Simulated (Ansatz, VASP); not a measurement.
AlN in VASP and in Ansatz

INCAR

```
PREC = Accurate
ENCUT = 520
EDIFF = 1E-7
ISMEAR = 0
SIGMA = 0.05
LREAL = F
LASPH = T
NELM = 80
ALGO = Normal
ISIF = 2
LWAVE = F
LCHARG = F
GGA = PE
NBANDS = 11
```

File KPOINTS:

```
regular mesh
0
Gamma
  10 10 10
```

File POSCAR:

```
AlN
1.0
    0.0275198388      2.2015871044      2.2015871044
    2.2015871044      0.0275198388      2.2015871044
    2.2291069432      2.2291069432      0.0000000000
Al N
1 1
Direct
    0.0000000000      0.0000000000      0.0000000000
    0.7500000000      0.7500000000      0.7500000000
```

Input for Ansatz:

```yaml
crystal:
  lattice:
    - [0.0275198388, 2.2015871006, 2.2015871006]
    - [2.2015871006, 0.0275198388, 2.2015871006]
    - [2.2291069394, 2.2291069394, 0.0]
  atoms:
    - { symbol: Al, position: [0.0, 0.0, 0.0] }
    - { symbol: "N", position: [0.75, 0.75, 0.75] }
basis:
  ecutwfc: 420
kpoints:
  mp_grid: { grid: [10, 10, 10] }
hamiltonian:
  xc: pbe
scf:
  occupations: { method: gaussian, width: 0.05 }
output:
  forces: true
  stress: true
  eigenvalues: true
```

Change from the starting cell: strain +0.0250 x Voigt [0, 0, 0, 0, 0, 1], atoms carried along.

Alike in both runs: task single point; functional PBE; k mesh 10 × 10 × 10; occupations gaussian, width 0.05 eV; no spin polarisation.

|  | VASP | Ansatz |
| --- | --- | --- |
| version | VASP 6.6.1 | Ansatz 0.2.0 |
| potentials or method | VASP PAW PBE potentials, release 64 (Al, N) | scalar-relativistic, plane waves, PAW |
| plane-wave cutoff (eV) | 520 | 420 |
| valence electrons in the cell | 8 | 8 |

VASP gave:

```
gap on the k mesh at the Fermi level (eV)       : 3.23
least direct gap on the mesh (eV)               : 3.91
pressure (GPa)                                  : -0.1
largest component of the traceless stress (GPa) : 5.36
rms of the force components (eV/Å)              : 0.116
```

Question: Which values does Ansatz return?

Answer: gap on the k mesh at the Fermi level (eV): 3.23; least direct gap on the mesh (eV): 3.90; pressure (GPa): 0.2; largest component of the traceless stress (GPa): 5.32; rms of the force components (eV/Å): 0.115.

Atom by atom the forces differ by 0.000 eV/Å (rms over components). The functional is the same, so the differences come from potentials, cutoffs and numerics.

A k mesh can miss the band edges.
